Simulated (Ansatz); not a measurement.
This guess for C is about to be relaxed.

```yaml
crystal:
  lattice:
    - [1.73110, -1.86370, 0.00000]
    - [1.73110, 1.86370, 0.00000]
    - [-0.70011, 0.00000, 3.31696]
  atoms:
    - { symbol: C, position: [0.01054, 0.01054, 0.23495] }
    - { symbol: C, position: [0.98946, 0.98946, 0.76505] }
    - { symbol: C, position: [0.43871, 0.18263, 0.57810] }
    - { symbol: C, position: [0.81737, 0.56129, 0.42190] }
```

Computed with DFT PBE, scalar-relativistic, plane waves, PAW (Ansatz). Cutoff 420 eV, Gaussian smearing, Γ-centred meshes. Cell and atoms relax first on a coarse mesh and then on a finer one. In between, the cell is made exact in the group found at 0.06 Å. In metals the finer mesh still leaves noise of several meV/atom or more. The steps can't lower the symmetry of their start. No spin polarisation in the relaxation; trial moments died out in a coarse test.

A guess keeps its type if space group and coordination stay and the shape of the cell changes little (axis ratios within about 15 %, angles within 6°); the volume may change.

Task: Will the relaxed cell still be of the starting type?

Result: It doesn't keep its type. The symmetry goes from C2 (No. 5) to Cmmm (No. 65). The volume per atom grows by 134.3 %, from 5.4 to 12.5 Å³. The shortest distance goes from 1.47 Å (C–C) to 1.37 Å (C–C). Counting neighbours within 15 % of an atom's shortest distance, the start has C 4 and the end C 3. In detail, at the end C on a site of symmetry mm2 is surrounded by 1 C at 1.37 Å and 2 C at 1.47 Å; C on a site of symmetry 2mm has 1 C at 1.37 Å and 2 C at 1.47 Å.

```yaml
crystal:
  lattice:
    - [1.72234, -4.22640, 0.00000]
    - [1.72234, 4.22640, 0.00000]
    - [0.00000, 0.00000, 3.44454]
  atoms:
    - { symbol: C, position: [0.00000, 0.00000, 0.19911] }
    - { symbol: C, position: [0.00000, 0.00000, 0.80089] }
    - { symbol: C, position: [0.30090, 0.30090, 0.50000] }
    - { symbol: C, position: [0.69910, 0.69910, 0.50000] }
```

Energies count from the standard state of C at the same level.

Task: At what energy does it end?

Result: +0.51 eV/atom. So it is a metastable form at best.

The last run used a 14×14×14 mesh for its 4-atom cell and Gaussian smearing of 0.10 eV. Weakly bound directions are ill-defined at this level, which has no dispersion term. The reference form of C is held partly by dispersion forces, which this level lacks. Symmetry constrained the relaxation, so the result can be a saddle point. Another cell of C relaxed alike, in P6/mmm, lies 0.51 eV/atom lower, so this cell isn't the stable form at this level.
